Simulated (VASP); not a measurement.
Wanted: an ASE script for a VASP 6.6.1 run.

```
Task                   : single point
Functional             : TPSS
Dispersion             : TS
Potentials or basis    : VASP PAW PBE potentials, release 64 (Hg, Te)
Cutoff                 : 520 eV
k mesh                 : 7 × 7 × 7
Occupations            : tetrahedron
Spin                   : no spin polarisation
Further INCAR settings : ALGO = Normal; EDIFF = 1.00e-07
```

The structure of HgTe lies in HgTe.cif:

```cif
data_HgTe
_cell_length_a 6.36000000
_cell_length_b 6.36000000
_cell_length_c 6.36000000
_cell_angle_alpha 90.00000000
_cell_angle_beta 90.00000000
_cell_angle_gamma 90.00000000
_space_group_name_H-M_alt 'Fm-3m'
_space_group_name_Hall '-F 4 2 3'
_space_group_IT_number 225
loop_
_space_group_symop_operation_xyz
'x,y,z'
'-x,-y,-z'
'-y,x,z'
'y,-x,-z'
'-x,-y,z'
'x,y,-z'
'y,-x,z'
'-y,x,-z'
'x,-y,-z'
'-x,y,z'
'-y,-x,-z'
'y,x,z'
'-x,y,-z'
'x,-y,z'
'y,x,-z'
'-y,-x,z'
'z,x,y'
'-z,-x,-y'
'z,-y,x'
'-z,y,-x'
'z,-x,-y'
'-z,x,y'
'z,y,-x'
'-z,-y,x'
'-z,x,-y'
'z,-x,y'
'-z,-y,-x'
'z,y,x'
'-z,-x,y'
'z,x,-y'
'-z,y,x'
'z,-y,-x'
'y,z,x'
'-y,-z,-x'
'x,z,-y'
'-x,-z,y'
'-y,z,-x'
'y,-z,x'
'-x,z,y'
'x,-z,-y'
'-y,-z,x'
'y,z,-x'
'-x,-z,-y'
'x,z,y'
'y,-z,-x'
'-y,z,x'
'x,-z,y'
'-x,z,-y'
'x,y+1/2,z+1/2'
'-x,-y+1/2,-z+1/2'
'-y,x+1/2,z+1/2'
'y,-x+1/2,-z+1/2'
'-x,-y+1/2,z+1/2'
'x,y+1/2,-z+1/2'
'y,-x+1/2,z+1/2'
'-y,x+1/2,-z+1/2'
'x,-y+1/2,-z+1/2'
'-x,y+1/2,z+1/2'
'-y,-x+1/2,-z+1/2'
'y,x+1/2,z+1/2'
'-x,y+1/2,-z+1/2'
'x,-y+1/2,z+1/2'
'y,x+1/2,-z+1/2'
'-y,-x+1/2,z+1/2'
'z,x+1/2,y+1/2'
'-z,-x+1/2,-y+1/2'
'z,-y+1/2,x+1/2'
'-z,y+1/2,-x+1/2'
'z,-x+1/2,-y+1/2'
'-z,x+1/2,y+1/2'
'z,y+1/2,-x+1/2'
'-z,-y+1/2,x+1/2'
'-z,x+1/2,-y+1/2'
'z,-x+1/2,y+1/2'
'-z,-y+1/2,-x+1/2'
'z,y+1/2,x+1/2'
'-z,-x+1/2,y+1/2'
'z,x+1/2,-y+1/2'
'-z,y+1/2,x+1/2'
'z,-y+1/2,-x+1/2'
'y,z+1/2,x+1/2'
'-y,-z+1/2,-x+1/2'
'x,z+1/2,-y+1/2'
'-x,-z+1/2,y+1/2'
'-y,z+1/2,-x+1/2'
'y,-z+1/2,x+1/2'
'-x,z+1/2,y+1/2'
'x,-z+1/2,-y+1/2'
'-y,-z+1/2,x+1/2'
'y,z+1/2,-x+1/2'
'-x,-z+1/2,-y+1/2'
'x,z+1/2,y+1/2'
'y,-z+1/2,-x+1/2'
'-y,z+1/2,x+1/2'
'x,-z+1/2,y+1/2'
'-x,z+1/2,-y+1/2'
'x+1/2,y,z+1/2'
'-x+1/2,-y,-z+1/2'
'-y+1/2,x,z+1/2'
'y+1/2,-x,-z+1/2'
'-x+1/2,-y,z+1/2'
'x+1/2,y,-z+1/2'
'y+1/2,-x,z+1/2'
'-y+1/2,x,-z+1/2'
'x+1/2,-y,-z+1/2'
'-x+1/2,y,z+1/2'
'-y+1/2,-x,-z+1/2'
'y+1/2,x,z+1/2'
'-x+1/2,y,-z+1/2'
'x+1/2,-y,z+1/2'
'y+1/2,x,-z+1/2'
'-y+1/2,-x,z+1/2'
'z+1/2,x,y+1/2'
'-z+1/2,-x,-y+1/2'
'z+1/2,-y,x+1/2'
'-z+1/2,y,-x+1/2'
'z+1/2,-x,-y+1/2'
'-z+1/2,x,y+1/2'
'z+1/2,y,-x+1/2'
'-z+1/2,-y,x+1/2'
'-z+1/2,x,-y+1/2'
'z+1/2,-x,y+1/2'
'-z+1/2,-y,-x+1/2'
'z+1/2,y,x+1/2'
'-z+1/2,-x,y+1/2'
'z+1/2,x,-y+1/2'
'-z+1/2,y,x+1/2'
'z+1/2,-y,-x+1/2'
'y+1/2,z,x+1/2'
'-y+1/2,-z,-x+1/2'
'x+1/2,z,-y+1/2'
'-x+1/2,-z,y+1/2'
'-y+1/2,z,-x+1/2'
'y+1/2,-z,x+1/2'
'-x+1/2,z,y+1/2'
'x+1/2,-z,-y+1/2'
'-y+1/2,-z,x+1/2'
'y+1/2,z,-x+1/2'
'-x+1/2,-z,-y+1/2'
'x+1/2,z,y+1/2'
'y+1/2,-z,-x+1/2'
'-y+1/2,z,x+1/2'
'x+1/2,-z,y+1/2'
'-x+1/2,z,-y+1/2'
'x+1/2,y+1/2,z'
'-x+1/2,-y+1/2,-z'
'-y+1/2,x+1/2,z'
'y+1/2,-x+1/2,-z'
'-x+1/2,-y+1/2,z'
'x+1/2,y+1/2,-z'
'y+1/2,-x+1/2,z'
'-y+1/2,x+1/2,-z'
'x+1/2,-y+1/2,-z'
'-x+1/2,y+1/2,z'
'-y+1/2,-x+1/2,-z'
'y+1/2,x+1/2,z'
'-x+1/2,y+1/2,-z'
'x+1/2,-y+1/2,z'
'y+1/2,x+1/2,-z'
'-y+1/2,-x+1/2,z'
'z+1/2,x+1/2,y'
'-z+1/2,-x+1/2,-y'
'z+1/2,-y+1/2,x'
'-z+1/2,y+1/2,-x'
'z+1/2,-x+1/2,-y'
'-z+1/2,x+1/2,y'
'z+1/2,y+1/2,-x'
'-z+1/2,-y+1/2,x'
'-z+1/2,x+1/2,-y'
'z+1/2,-x+1/2,y'
'-z+1/2,-y+1/2,-x'
'z+1/2,y+1/2,x'
'-z+1/2,-x+1/2,y'
'z+1/2,x+1/2,-y'
'-z+1/2,y+1/2,x'
'z+1/2,-y+1/2,-x'
'y+1/2,z+1/2,x'
'-y+1/2,-z+1/2,-x'
'x+1/2,z+1/2,-y'
'-x+1/2,-z+1/2,y'
'-y+1/2,z+1/2,-x'
'y+1/2,-z+1/2,x'
'-x+1/2,z+1/2,y'
'x+1/2,-z+1/2,-y'
'-y+1/2,-z+1/2,x'
'y+1/2,z+1/2,-x'
'-x+1/2,-z+1/2,-y'
'x+1/2,z+1/2,y'
'y+1/2,-z+1/2,-x'
'-y+1/2,z+1/2,x'
'x+1/2,-z+1/2,y'
'-x+1/2,z+1/2,-y'
loop_
_atom_site_label
_atom_site_type_symbol
_atom_site_symmetry_multiplicity
_atom_site_Wyckoff_symbol
_atom_site_fract_x
_atom_site_fract_y
_atom_site_fract_z
_atom_site_occupancy
Hg1 Hg 4 a 0.0000000000 0.0000000000 0.0000000000 1
Te1 Te 4 b 0.5000000000 0.0000000000 0.0000000000 1
```

Measurements of this composition are mostly on another form, of space group No. 216.

The input as run:

run.py

```python
from ase.calculators.vasp import Vasp
from ase.dft.bandgap import bandgap
from ase.io import read

atoms = read('HgTe.cif', primitive_cell=True, subtrans_included=False)
calc = Vasp(
    directory='calc',
    xc='tpss',
    pp='PBE',
    setups='materialsproject',
    prec='Accurate',
    encut=520,
    ediff=1e-07,
    ismear=-5,
    sigma=0.05,
    lreal=False,
    lasph=True,
    nelm=60,
    algo='Normal',
    isif=2,
    lwave=False,
    lcharg=True,
    lmixtau=True,
    ivdw=2,
    lelf=True,
    lvhar=True,
    kpts=[7, 7, 7],
    gamma=True,
)
atoms.calc = calc

print('energy (eV):', atoms.get_potential_energy())
print('free energy (eV):', atoms.get_potential_energy(force_consistent=True))
print('forces (eV/A):')
print(atoms.get_forces())
print('stress (eV/A^3, Voigt):', atoms.get_stress())
print('Fermi level (eV):', calc.get_fermi_level())
gap, top, bottom = bandgap(calc)
print('band gap (eV):', gap, 'from (spin, k, band)', top, 'to', bottom)
```

Potentials or basis: VASP PAW PBE potentials, release 64 (Hg, Te).

Run with:

```sh
$ python run.py
```

It gave:

```json
{
 "Pressure": "-6.4 GPa",
 "Band gap on the k mesh": "none (metal or under the smearing width)",
 "Hirshfeld charges": "Hg +0.18; Te -0.18 e",
 "Dispersion energy per atom": "-0.313 eV"
}
```

Caveat: atom-pairwise D2, TS and ULG terms overbind metals; the PAW data sets were made with another functional, which shifts forces and pressure a little; pairwise dispersion overbinds metals, which lowers pressure and volume; tetrahedron occupations give inexact forces and stress in metals.

Wall time 2.3 min on 1 thread of Intel(R) Xeon(R) Platinum 8488C (Sapphire Rapids), with other jobs on the host, peak memory 0.23 GiB.
